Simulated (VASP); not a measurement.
# Os (P6_3/mmc) in VASP: a series of runs

One crystal, Os, is run at these levels: BLYP+D3(BJ), BLYP+D4, r2SCAN+D3(BJ), r2SCAN+D4, r2SCAN+rVV10; tasks: relaxation of cell and atoms.

Program: VASP 6.6.1. These are calculated values, not measurements. Logs are shortened: lines on timing, memory, paths and dates and some standing lists are left out, and cuts for length are marked.

### Step 1. The structure

Symmetry: P6_3/mmc, No. 194, hexagonal system. Conventional cell: a = 2.734 Å, b = 2.734 Å, c = 4.320 Å, α = 90.00°, β = 90.00°, γ = 120.00°. Os (site symmetry -6m2) is surrounded by 12 Os at 2.68 to 2.73 Å.

### Step 2. Relaxation of cell and atoms, BLYP+D3(BJ)

File INCAR:

```
AGGAC = 1.0 ; AGGAX = 1.0
ALDAC = 0.0 ; ALDAX = 1.0
ALGO = Fast ; EDIFF = 1E-7
EDIFFG = -0.02 ; ENCUT = 600
GGA = B5 ; IBRION = 2
ISIF = 3 ; ISMEAR = -1
IVDW = 12 ; LASPH = T
LCHARG = F ; LREAL = F
LWAVE = F ; NELM = 80
NSW = 60 ; PREC = Accurate
SIGMA = 0.05 ; VDW_A1 = 0.4298
VDW_A2 = 4.2359 ; VDW_S6 = 1.0
VDW_S8 = 2.6996
```

File KPOINTS:

```
k-points
0
Gamma
  11 11 6
```

File POSCAR:

```
Os
1.0
    2.7341000000      0.0000000000      0.0000000000
   -1.3670500000      2.3678000565      0.0000000000
    0.0000000000      0.0000000000      4.3197000000
Os
2
Direct
    0.6666666667      0.3333333333      0.7500000000
    0.3333333333      0.6666666667      0.2500000000
```

Potentials or basis: VASP PAW PBE potentials, release 64 (Os).

Command:

```console
> cat potpaw_PBE.64/Os/POTCAR > POTCAR
> mpirun -np 1 vasp_std > vasp.out
```

OUTCAR:

```text
EDIFF = 1E-7
   EDIFFG = -0.02
   ENCUT = 600
   GGA = B5
   IBRION = 2
   ISIF = 3
   ISMEAR = -1
   IVDW = 12
   LASPH = T
   LREAL = F
   NELM = 80
   NSW = 60
   PREC = Accurate
 IVDW          = 12

 ion  position               nearest neighbor table
   1  0.667  0.333  0.750-   2 2.68   2 2.68   2 2.68   2 2.68   2 2.68   2 2.68
   2  0.333  0.667  0.250-   1 2.68   1 2.68   1 2.68   1 2.68   1 2.68   1 2.68

  LATTYP: Found a hexagonal cell.
 ALAT       =     2.7341000000
 C/A-ratio  =     1.5799348963

  Lattice vectors:

 A1 = (   2.7341000000,   0.0000000000,   0.0000000000)
 A2 = (  -1.3670500000,   2.3678000565,   0.0000000000)
 A3 = (   0.0000000000,   0.0000000000,   4.3197000000)

Analysis of symmetry for initial positions (statically):
=====================================================================
 Subroutine PRICEL returns:
 Original cell was already a primitive cell.

 Routine SETGRP: Setting up the symmetry group for a
 hexagonal supercell.

 Subroutine GETGRP returns: Found 24 space group operations
 (whereof 12 operations were pure point group operations)
 out of a pool of 24 trial point group operations.

The static configuration has the point symmetry D_3d.
 The point group associated with its full space group is D_6h.

Analysis of symmetry for dynamics (positions and initial velocities):
=====================================================================
 Subroutine PRICEL returns:
 Original cell was already a primitive cell.

 Routine SETGRP: Setting up the symmetry group for a
 hexagonal supercell.

 Subroutine GETGRP returns: Found 24 space group operations
 (whereof 12 operations were pure point group operations)
 out of a pool of 24 trial point group operations.

The dynamic configuration has the point symmetry D_3d.
 The point group associated with its full space group is D_6h.

 Subroutine INISYM returns: Found 24 space group operations
 (whereof 12 operations are pure point group operations),
 and found     1 'primitive' translations

----------------------------------------------------------------------------------------

                                     Primitive cell

  volume of cell :      27.9649

  direct lattice vectors                    reciprocal lattice vectors
     2.734100000  0.000000000  0.000000000     0.365751070  0.211166479  0.000000000
    -1.367050000  2.367800057  0.000000000     0.000000000  0.422332957  0.000000000
     0.000000000  0.000000000  4.319700000     0.000000000  0.000000000  0.231497558

  length of vectors
     2.734100000  2.734100000  4.319700000     0.422332957  0.422332957  0.231497558

  position of ions in fractional coordinates (direct lattice)
     0.666666667  0.333333333  0.750000000
     0.333333333  0.666666667  0.250000000

  ion indices of the primitive-cell ions
   primitive index   ion index
[... 73 lines left out ...]
   NELM   =     80;   NELMIN=  2; NELMDL= -5     # of ELM steps
   EDIFF  = 0.1E-06   stopping-criterion for ELM
   LREAL  =      F    real-space projection
   EDIFFG = -.2E-01   stopping-criterion for IOM
   NSW    =     60    number of steps for IOM
   IBRION =      2    ionic relax: 0-MD 1-quasi-New 2-CG
   NFREE  =      1    steps in history (QN), initial steepest desc. (CG)
   ISIF   =      3    stress and relaxation
   ISYM   =      2    0-nonsym 1-usesym 2-fastsym
   POTIM  = 0.5000    time-step for ionic-motion
   TEBEG  =    0.0;   TEEND  =   0.0 temperature during run
   PSTRESS=    0.0 pullay stress
   NELECT =      16.0000    total number of electrons
   NUPDOWN=      -1.0000    fix difference up-down
   EMIN   =  10.00;   EMAX   =-10.00  energy-range for DOS
   EFERMI =   0.00;   METHOD = LEGACY
   ISMEAR =    -1;   SIGMA  =   0.05  broadening in eV -4-tet -1-fermi 0-gaus
   EFERMI_NEDOS =   21; number of points for ismear=-14 and -15
   IALGO  =     68    algorithm
   IMIX   =      4    mixing-type and parameters
     AMIX     =   0.40;   BMIX     =  1.00
     AMIX_MAG =   1.60;   BMIX_MAG =  1.00
  volume/ion in A,a.u.               =      13.98        94.36
  Fermi-wavevector in a.u.,A,eV,Ry     =   1.359076  2.568282 25.131161  1.847088
  Thomas-Fermi vector in A             =   2.485855
   LORBIT       =      0    0 simple, 1 ext, 2 COOP (PROOUT), +10 PAW based schemes
   GGA     = B5    functional components
   LHFCALC =     F    Hartree Fock is set to
   AEXX    =    0.0000 exact exchange contribution
   IVDW    =    12    specifies the selected vdW correction
   LEPSILON=     F    determine dielectric tensor
   LRPA    =     F    only Hartree local field effects (RPA)
 conjugate gradient relaxation of ions
 non-spin polarized calculation
 RMM-DIIS sequential band-by-band and
  energy-cutoff  :      600.00
  volume of cell :       27.96
 maximum number of plane-waves:       965
 NGX is ok and might be reduce to    24
   NGX = 11   NGY = 11   NGZ = 17

--------------------------------------- Ionic step        1  -------------------------------------------

 number of electron      16.0000001 magnetization

 Free energy of the ion-electron system (eV)
  ---------------------------------------------------
  ext. energy  EPLUGINS =         0.00000000
  ---------------------------------------------------
  free energy    TOTEN  =       -19.12760801 eV

  energy without entropy =      -19.11365549  energy(sigma->0) =      -19.12063175

 E-fermi :  10.0353     XC(G=0): -13.3461

 val. band max:       10.0094821927   @ k =   0.3636  -0.0000   0.3333
 cond. band min:      10.0933167118   @ k =   0.3636   0.0909   0.3333
 fundamental gap:      0.0838345191
 Fermi energy:        10.0352587093

 k-point     1 :       0.0000    0.0000    0.0000
  band No.  band energies     occupation
      1      -0.6635      2.00000
      2       2.3555      2.00000
      3       7.0159      2.00000
      4       7.0159      2.00000
      5       7.2567      2.00000
      6       7.8476      2.00000
      7       7.8476      2.00000
      8       8.4902      2.00000
      9       8.4902      2.00000
     10      10.4347      0.00068
     11      11.7638      0.00000
     12      11.7638      0.00000
[... 584 lines left out ...]
--------------------------------------- Ionic step        7  -------------------------------------------

 number of electron      16.0000000 magnetization

 Free energy of the ion-electron system (eV)
  ---------------------------------------------------
  ext. energy  EPLUGINS =         0.00000000
  ---------------------------------------------------
  free energy    TOTEN  =       -19.23366462 eV

  energy without entropy =      -19.21915999  energy(sigma->0) =      -19.22641231

 E-fermi :   9.6501     XC(G=0): -13.2032

 val. band max:        9.6235611553   @ k =   0.3636  -0.0000   0.3333
 cond. band min:       9.7061728565   @ k =   0.2727  -0.0000   0.0000
 fundamental gap:      0.0826117012
 Fermi energy:         9.6500704224

 k-point     1 :       0.0000    0.0000    0.0000
  band No.  band energies     occupation
      1      -0.8231      2.00000
      2       2.2094      2.00000
      3       6.7457      2.00000
      4       6.7457      2.00000
      5       6.9789      2.00000
      6       7.5436      2.00000
      7       7.5436      2.00000
      8       8.1572      2.00000
      9       8.1572      2.00000
     10      10.0497      0.00068
     11      11.3143      0.00000
     12      11.3143      0.00000
[... 378 lines left out ...]
  FREE ENERGIE OF THE ION-ELECTRON SYSTEM (eV)
  ---------------------------------------------------
  free  energy   TOTEN  =       -22.3019924646 eV

  energy  without entropy=      -22.2874878360  energy(sigma->0) =      -22.29474015

 reached required accuracy - stopping structural energy minimisation
```

OSZICAR:

```text
N       E                     dE             d eps       ncg     rms          rms(c)
DAV:   1     0.123851367911E+03    0.12385E+03   -0.83701E+03  1536   0.144E+03
[... 83 lines left out ...]
   6 F= -.22301974E+02 E0= -.22294733E+02  d E =-.296609E-05
       N       E                     dE             d eps       ncg     rms          rms(c)
DAV:   1    -0.192336885956E+02    0.12975E-03   -0.19685E-03  1572   0.390E-01    0.242E-02
RMM:   2    -0.192336702051E+02    0.18390E-04   -0.17053E-05  1536   0.534E-02    0.124E-02
RMM:   3    -0.192336645763E+02    0.56289E-05   -0.12242E-05  1542   0.272E-02    0.280E-03
RMM:   4    -0.192336646262E+02   -0.49980E-07   -0.10615E-06  1395   0.117E-02    0.112E-03
RMM:   5    -0.192336646199E+02    0.63079E-08   -0.16710E-07   993   0.319E-03
   7 F= -.22301992E+02 E0= -.22294740E+02  d E =-.216823E-04
```

Wall time 96 s (1 thread of Intel Xeon 6975P-C (Granite Rapids), shared host); peak memory 0.18 GiB.

Results:

```yaml
Free_energy: -22.3020 eV
Relaxed_volume: 14.34 Å³/atom
Relaxed_cell: a = 2.758 Å, b = 2.758 Å, c = 4.355 Å, α = 90.00°, β = 90.00°, γ = 120.00°
Space_group_after_relaxing_to_0.05_Å: P6_3/mmc (No. 194)
Energy_gained_by_relaxing: 12.0 meV/atom
Ionic_steps: 7
Pressure_after_relaxing: 0.1 GPa
Band_gap_on_the_k_mesh: none (metal or under the smearing width)
Dispersion_energy_per_atom: -1.534 eV
```

Step by step:
| step | energy change (eV) | largest force (eV/Å) | pressure (GPa) | volume (Å³) |
| --- | --- | --- | --- | --- |
| 1 | 0.0000 | 0.0000 | 10.88 | 27.96 |
| 2 | 0.3570 | 0.0000 | -33.12 | 31.99 |
| 3 | -0.0239 | 0.0000 | -0.48 | 28.73 |
| 4 | -0.0240 | 0.0000 | -0.07 | 28.69 |
| 5 | -0.0240 | 0.0000 | 0.14 | 28.68 |
| 6 | -0.0240 | 0.0000 | 0.13 | 28.68 |
| 7 | -0.0240 | 0.0000 | 0.14 | 28.68 |

Final structure:
```cif
data_structure
_symmetry_space_group_name_H-M 'P 1'
_symmetry_Int_Tables_number 1
_cell_length_a 2.7576
_cell_length_b 2.7576
_cell_length_c 4.3551
_cell_angle_alpha 90.000
_cell_angle_beta 90.000
_cell_angle_gamma 120.000
_cell_volume 28.68
loop_
_atom_site_label
_atom_site_type_symbol
_atom_site_fract_x
_atom_site_fract_y
_atom_site_fract_z
_atom_site_occupancy
Os1 Os 0.66667 0.33333 0.75000 1
Os2 Os 0.33333 0.66667 0.25000 1
```

Caveat: the PAW data sets were made with another functional, which shifts forces and pressure a little; pairwise dispersion overbinds metals, which lowers pressure and volume. Zero-point motion and thermal expansion aren't in these numbers.

### Step 3. Relaxation of cell and atoms, BLYP+D4

File INCAR:

```
SYSTEM = Os
PREC = Accurate
ENCUT = 600
EDIFF = 1E-6
ISMEAR = -1
SIGMA = 0.05
LREAL = .False.
LASPH = .True.
NELM = 80
ALGO = Normal
ISIF = 3
LWAVE = .False.
LCHARG = .False.
GGA = B5
ALDAX = 1.0
AGGAX = 1.0
AGGAC = 1.0
ALDAC = 0.0
IVDW = 13
VDW_S6 = 1.0
VDW_S8 = 2.34076671
VDW_A1 = 0.44488865
VDW_A2 = 4.0933009
IBRION = 2
NSW = 60
EDIFFG = -0.01
```

File KPOINTS:

```
Automatic mesh
0
Gamma
  11 11 6
  0 0 0
```

POSCAR is that of step 2.

Potentials or basis: VASP PAW PBE potentials, release 64 (Os).

Command:

```console
> cat potpaw_PBE.64/Os/POTCAR > POTCAR
> mpirun -np 1 vasp_std > vasp.out
```

OUTCAR:

```text
SYSTEM = Os
   PREC = Accurate
   ENCUT = 600
   EDIFF = 1E-6
   ISMEAR = -1
   LREAL = .False.
   LASPH = .True.
   NELM = 80
   ISIF = 3
   GGA = B5
   IVDW = 13
   IBRION = 2
   NSW = 60
   EDIFFG = -0.01

 ion  position               nearest neighbor table
   1  0.667  0.333  0.750-   2 2.68   2 2.68   2 2.68   2 2.68   2 2.68   2 2.68
   2  0.333  0.667  0.250-   1 2.68   1 2.68   1 2.68   1 2.68   1 2.68   1 2.68

  LATTYP: Found a hexagonal cell.
 ALAT       =     2.7341000000
 C/A-ratio  =     1.5799348963

  Lattice vectors:

 A1 = (   2.7341000000,   0.0000000000,   0.0000000000)
 A2 = (  -1.3670500000,   2.3678000565,   0.0000000000)
 A3 = (   0.0000000000,   0.0000000000,   4.3197000000)

Analysis of symmetry for initial positions (statically):
=====================================================================
 Subroutine PRICEL returns:
 Original cell was already a primitive cell.

 Routine SETGRP: Setting up the symmetry group for a
 hexagonal supercell.

 Subroutine GETGRP returns: Found 24 space group operations
 (whereof 12 operations were pure point group operations)
 out of a pool of 24 trial point group operations.

The static configuration has the point symmetry D_3d.
 The point group associated with its full space group is D_6h.

Analysis of symmetry for dynamics (positions and initial velocities):
=====================================================================
 Subroutine PRICEL returns:
 Original cell was already a primitive cell.

[... 154 lines left out ...]
  ext. energy  EPLUGINS =         0.00000000
  ---------------------------------------------------
  free energy    TOTEN  =       -19.12760821 eV

  energy without entropy =      -19.11365589  energy(sigma->0) =      -19.12063205

 E-fermi :  10.0354     XC(G=0): -13.3461

 val. band max:       10.0095808147   @ k =   0.3636  -0.0000   0.3333
 cond. band min:      10.0934156954   @ k =   0.3636   0.0909   0.3333
 fundamental gap:      0.0838348808
 Fermi energy:        10.0353575237

 k-point     1 :       0.0000    0.0000    0.0000
  band No.  band energies     occupation
      1      -0.6635      2.00000
      2       2.3555      2.00000
      3       7.0160      2.00000
      4       7.0160      2.00000
      5       7.2568      2.00000
      6       7.8477      2.00000
      7       7.8477      2.00000
      8       8.4903      2.00000
      9       8.4903      2.00000
     10      10.4347      0.00068
     11      11.7639      0.00000
     12      11.7639      0.00000
[... 664 lines left out ...]
--------------------------------------- Ionic step        9  -------------------------------------------

 number of electron      15.9999999 magnetization

 Free energy of the ion-electron system (eV)
  ---------------------------------------------------
  ext. energy  EPLUGINS =         0.00000000
  ---------------------------------------------------
  free energy    TOTEN  =       -19.26006338 eV

  energy without entropy =      -19.24536231  energy(sigma->0) =      -19.25271284

 E-fermi :   9.5131     XC(G=0): -13.1518

 val. band max:        9.4847957944   @ k =   0.3636  -0.0000   0.3333
 cond. band min:       9.5665261804   @ k =   0.2727  -0.0000   0.0000
 fundamental gap:      0.0817303860
 Fermi energy:         9.5131382478

 k-point     1 :       0.0000    0.0000    0.0000
  band No.  band energies     occupation
      1      -0.8793      2.00000
      2       2.1577      2.00000
      3       6.6488      2.00000
      4       6.6488      2.00000
      5       6.8840      2.00000
      6       7.4358      2.00000
      7       7.4358      2.00000
      8       8.0355      2.00000
      9       8.0355      2.00000
     10       9.9178      0.00061
     11      11.1547      0.00000
     12      11.1547      0.00000
[... 378 lines left out ...]
  FREE ENERGIE OF THE ION-ELECTRON SYSTEM (eV)
  ---------------------------------------------------
  free  energy   TOTEN  =       -21.8458191437 eV

  energy  without entropy=      -21.8311180742  energy(sigma->0) =      -21.83846861

 reached required accuracy - stopping structural energy minimisation
```

OSZICAR:

```text
N       E                     dE             d eps       ncg     rms          rms(c)
DAV:   1     0.123851367911E+03    0.12385E+03   -0.83701E+03  1536   0.144E+03
DAV:   2    -0.118981980819E+02   -0.13575E+03   -0.12268E+03  1604   0.422E+02
DAV:   3    -0.201331050448E+02   -0.82349E+01   -0.75381E+01  1924   0.863E+01
DAV:   4    -0.203401068144E+02   -0.20700E+00   -0.20508E+00  1604   0.144E+01
[... 61 lines left out ...]
       N       E                     dE             d eps       ncg     rms          rms(c)
DAV:   1    -0.192602277116E+02    0.40890E-02   -0.45527E-03  1536   0.573E-01    0.167E-01
DAV:   2    -0.192600880248E+02    0.13969E-03   -0.16779E-04  1572   0.138E-01    0.689E-02
DAV:   3    -0.192600627352E+02    0.25290E-04   -0.96965E-05  1992   0.103E-01    0.965E-03
DAV:   4    -0.192600633779E+02   -0.64275E-06   -0.14892E-06   992   0.989E-03
   9 F= -.21845819E+02 E0= -.21838469E+02  d E =-.882220E-05
```

It took 72 s on 1 thread of Intel Xeon 6975P-C (Granite Rapids), shared host; peak memory 0.18 GiB.

What came out:

- Free energy: -21.8458 eV
- Relaxed volume: 14.47 Å³/atom
- Relaxed cell: a = 2.766 Å, b = 2.766 Å, c = 4.367 Å, α = 90.00°, β = 90.00°, γ = 120.00°
- Space group after relaxing (to 0.05 Å): P6_3/mmc (No. 194)
- Energy gained by relaxing: 21.7 meV/atom
- Ionic steps: 9
- Pressure after relaxing: 0.0 GPa
- Band gap on the k mesh: none (metal or under the smearing width)
- Dispersion energy per atom: -1.293 eV

Step by step:
| step | energy change (eV) | largest force (eV/Å) | pressure (GPa) | volume (Å³) |
| --- | --- | --- | --- | --- |
| 1 | 0.0000 | 0.0000 | 14.65 | 27.96 |
| 2 | 0.6008 | 0.0000 | -39.33 | 33.47 |
| 3 | -0.0430 | 0.0000 | -0.94 | 29.01 |
| 4 | -0.0433 | 0.0000 | -0.05 | 28.95 |
| 5 | -0.0432 | 0.0000 | 0.22 | 28.93 |
| 6 | -0.0433 | 0.0000 | 0.19 | 28.93 |
| 7 | -0.0433 | 0.0000 | 0.22 | 28.93 |
| 8 | -0.0432 | 0.0000 | -0.63 | 28.99 |
| 9 | -0.0433 | 0.0000 | 0.02 | 28.94 |

Final structure:
```cif
data_structure
_symmetry_space_group_name_H-M 'P 1'
_symmetry_Int_Tables_number 1
_cell_length_a 2.7665
_cell_length_b 2.7665
_cell_length_c 4.3669
_cell_angle_alpha 90.000
_cell_angle_beta 90.000
_cell_angle_gamma 120.000
_cell_volume 28.94
loop_
_atom_site_label
_atom_site_type_symbol
_atom_site_fract_x
_atom_site_fract_y
_atom_site_fract_z
_atom_site_occupancy
Os1 Os 0.66667 0.33333 0.75000 1
Os2 Os 0.33333 0.66667 0.25000 1
```

Caveat: the PAW data sets were made with another functional, which shifts forces and pressure a little; pairwise dispersion overbinds metals, which lowers pressure and volume. Zero-point motion and thermal expansion aren't in these numbers.

### Step 4. Relaxation of cell and atoms, r2SCAN+D3(BJ)

File INCAR:

```
SYSTEM = Os
PREC     = Accurate       ! precision mode
ENCUT    = 600            ! plane-wave cutoff, eV
EDIFF    = 1E-6           ! SCF threshold, eV
ISMEAR   = -1             ! smearing method
SIGMA    = 0.05           ! smearing width, eV
LREAL    = .FALSE.        ! projectors in reciprocal space
LASPH    = .TRUE.         ! aspherical terms in the spheres
NELM     = 60             ! most SCF steps
ALGO     = Normal         ! electronic algorithm
ISIF     = 3              ! what is computed and relaxed
LWAVE    = .FALSE.        ! write WAVECAR
LCHARG   = .FALSE.        ! write CHGCAR
METAGGA  = R2SCAN         ! meta-GGA
LMIXTAU  = .TRUE.       
IVDW     = 12             ! dispersion correction
VDW_S6   = 1.0          
VDW_S8   = 0.78981345   
VDW_A1   = 0.49484001   
VDW_A2   = 5.73083694   
IBRION   = 2              ! ionic algorithm
NSW      = 40             ! ionic steps
EDIFFG   = -0.005         ! ionic threshold
```

File KPOINTS:

```
Automatic mesh
0
G
  11 11 6
  0 0 0
```

POSCAR is that of step 3.

Command:

```console
> cat potpaw_PBE.64/Os/POTCAR > POTCAR
> mpirun -np 1 vasp_std > vasp.out
```

Wall time 2.3 min (1 thread of Intel Xeon 6975P-C (Granite Rapids), shared host); peak memory 0.19 GiB.

It converged, with:

```yaml
Free_energy: -106.6108 eV
Relaxed_volume: 13.94 Å³/atom
Relaxed_cell: a = 2.732 Å, b = 2.732 Å, c = 4.313 Å, α = 90.00°, β = 90.00°, γ = 120.00°
Space_group_after_relaxing_to_0.05_Å: P6_3/mmc (No. 194)
Energy_gained_by_relaxing: 0.2 meV/atom
Ionic_steps: 8
Pressure_after_relaxing: 0.0 GPa
Band_gap_on_the_k_mesh: none (metal or under the smearing width)
Dispersion_energy_per_atom: -0.308 eV
```

The path:
```tsv
step	energy change (eV)	largest force (eV/Å)	pressure (GPa)	volume (Å³)
1	0.0000	0.0000	-1.31	27.96
2	0.0071	0.0000	6.35	27.50
3	-0.0004	0.0000	0.03	27.88
4	-0.0004	0.0000	0.04	27.88
5	-0.0003	0.0000	-0.65	27.92
6	-0.0004	0.0000	-0.01	27.88
7	-0.0004	0.0000	-0.05	27.89
8	-0.0004	0.0000	-0.03	27.88
```

Final structure:
```
CELL_PARAMETERS angstrom
2.73220 0.00000 0.00000
-1.36610 2.36616 0.00000
0.00000 0.00000 4.31331
ATOMIC_POSITIONS crystal
Os 0.66667 0.33333 0.75000
Os 0.33333 0.66667 0.25000
```

Levels at points of the mesh, in eV from the Fermi level:
```
           k point  band 6  band 7  band 8  band 9  band 10  band 11
(0.00, 0.00, 0.00)   -2.26   -2.26   -1.60   -1.60     0.07     1.81
(0.00, 0.00, 0.50)   -3.35   -3.35   -3.35    0.98     0.98     0.98
```

Caveat: the PAW data sets were made with another functional, which shifts forces and pressure a little; pairwise dispersion overbinds metals, which lowers pressure and volume.

(Continued in part 2 of 2.)
